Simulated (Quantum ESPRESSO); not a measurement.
Something may be wrong with this Quantum ESPRESSO 7.5 calculation of NbP.

File pw.in:

```
&CONTROL
  calculation = 'scf'
  prefix = 'pwscf'
  outdir = './tmp'
  pseudo_dir = './pseudo'
  tprnfor = .true.
  tstress = .true.
  disk_io = 'nowf'
/
&SYSTEM
  ibrav = 0
  nat = 4
  ntyp = 2
  ecutwfc = 82
  nbnd = 26
  occupations = 'smearing'
  smearing = 'fd'
  degauss = 0.00367493
/
&ELECTRONS
  conv_thr = 8d-10
  electron_maxstep = 80
  mixing_beta = 0.5
/
ATOMIC_SPECIES
Nb    92.9064 Nb.upf
P     30.9738 P.upf
CELL_PARAMETERS angstrom
  -1.6749232544    1.6749232544    5.7401081759
   1.6749232544   -1.6749232544    5.7401081759
   1.6749232544    1.6749232544   -5.7401081759
ATOMIC_POSITIONS crystal
Nb     0.2498808000    0.7498808000    0.5000000000
Nb     0.4998808000    0.4998808000    0.0000000000
P      0.8327477700    0.3327477700    0.5000000000
P      0.0827477700    0.0827477700    0.0000000000
```

Potentials or basis: PseudoDojo 0.4 FR PBEsol standard.

Command:

```console
$ OMP_NUM_THREADS=1 mpirun -n 2 pw.x -in pw.in > pw.out
```

pw.out:

```text
This program is part of the open-source Quantum ESPRESSO suite
     for quantum simulation of materials; please cite
         "P. Giannozzi et al., J. Phys.:Condens. Matter 21 395502 (2009);
         "P. Giannozzi et al., J. Phys.:Condens. Matter 29 465901 (2017);
         "P. Giannozzi et al., J. Chem. Phys. 152 154105 (2020);
     in publications or presentations arising from this work. More details at

     gamma-point specific algorithms are used
     Message from routine setup:
     using ibrav=0 with symmetry is DISCOURAGED, use correct ibrav instead

     Subspace diagonalization in iterative solution of the eigenvalue problem:
     a serial algorithm will be used

     --------------------
     sticks:   dense  smooth     PW     G-vecs:    dense   smooth      PW
     Min        1261    1261    311                21801    21801    2707
[... 155 lines left out ...]
     Davidson diagonalization with overlap
     ethr =  1.24E-11,  avg # of iterations =  2.0

     End of self-consistent calculation

[... 7 lines left out ...]
     the Fermi energy is    14.8410 ev

!    total energy              =    -276.63163782 Ry
     estimated scf accuracy    <          5.4E-10 Ry
     smearing contrib. (-TS)   =      -0.00000000 Ry
     internal energy E=F+TS    =    -276.63163782 Ry

     The total energy is F=E-TS. E is the sum of the following terms:
     one-electron contribution =     -40.93691433 Ry
     hartree contribution      =      40.14174822 Ry
     xc contribution           =     -60.49620423 Ry
     ewald contribution        =    -215.34026748 Ry

     convergence has been achieved in  11 iterations

     Forces acting on atoms (cartesian axes, Ry/au):

     atom    1 type  1   force =    -0.00000000   -0.00000000   -0.10126483
     atom    2 type  1   force =     0.00000000    0.00000000   -0.10126483
     atom    3 type  2   force =     0.00000000    0.00000000    0.10126483
     atom    4 type  2   force =     0.00000000    0.00000000    0.10126483

     Total force =     0.202530     Total SCF correction =     0.000054

     Computing stress (Cartesian axis) and pressure

          total   stress  (Ry/bohr**3)                   (kbar)     P=       -9.39
  -0.00014358   0.00000000  -0.00000000          -21.12        0.00       -0.00
  -0.00000000  -0.00014358  -0.00000000           -0.00      -21.12       -0.00
  -0.00000000  -0.00000000   0.00009572           -0.00       -0.00       14.08

=------------------------------------------------------------------------------=
   JOB DONE.
=------------------------------------------------------------------------------=
```

Question: What happened, and what is wrong with the input?

Answer: The calculation finished and met its thresholds. The input holds a flaw that was put in on purpose: missing k-point card. The program doesn't stop on it, so the numbers can't be trusted though the run ends normally.
